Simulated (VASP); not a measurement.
Wanted: the native input for a VASP 6.6.1 run.

* Task: single point
* Functional: PBEsol
* Potentials or basis: VASP PAW PBE potentials, release 64 (Sb)
* Cutoff: 520 eV
* k mesh: 4 × 4 × 2
* Occupations: fermi-dirac, width 0.15 eV
* Spin: no spin polarisation
* Dipole correction: no
* Further INCAR settings: ALGO = Fast; EDIFF = 1e-07; NBANDS = 12

The structure of Sb lies in POSCAR:

```
Sb
1.0
    4.8313990000      0.0000000000      0.0000000000
   -2.4157000000      4.1841140000      0.0000000000
    0.0000000000      0.0000000000      8.1588660000
Sb
2
Direct
    0.6666666667      0.3333333333      0.2653890000
    0.3333333333      0.6666666667      0.7346110000
```

This isn't the form of Sb at room conditions, which is rhombohedral.

One way to write it, as run:

INCAR

```
SYSTEM = Sb
PREC = Accurate
ENCUT = 520
EDIFF = 1E-7
ISMEAR = -1
SIGMA = 0.15
LREAL = .False.
LASPH = .True.
NELM = 100
ALGO = Fast
ISIF = 2
LWAVE = .False.
LCHARG = .False.
GGA = PS
NBANDS = 12
```

KPOINTS

```
regular mesh
0
Gamma
  4 4 2
  0 0 0
```

Potentials or basis: VASP PAW PBE potentials, release 64 (Sb).

The run is started by

```bash
$ cat potpaw_PBE.64/Sb/POTCAR > POTCAR
$ mpirun -np 1 vasp_std > vasp.out
```

It gave:

* Pressure: -4.5 GPa
* Largest force: 0.395 eV/Å
* Band gap on the k mesh: none (metal or under the smearing width)

Caveat: the k mesh is coarse (spacing up to 0.39 Å⁻¹), so the values aren't converged; the PAW data sets were made with another functional, which shifts forces and pressure a little.

Wall time 21 s on 1 thread of Intel(R) Xeon(R) Platinum 8259CL CPU @ 2.50GHz (Skylake/Cascade Lake), with other jobs on the host, peak memory 0.25 GiB.
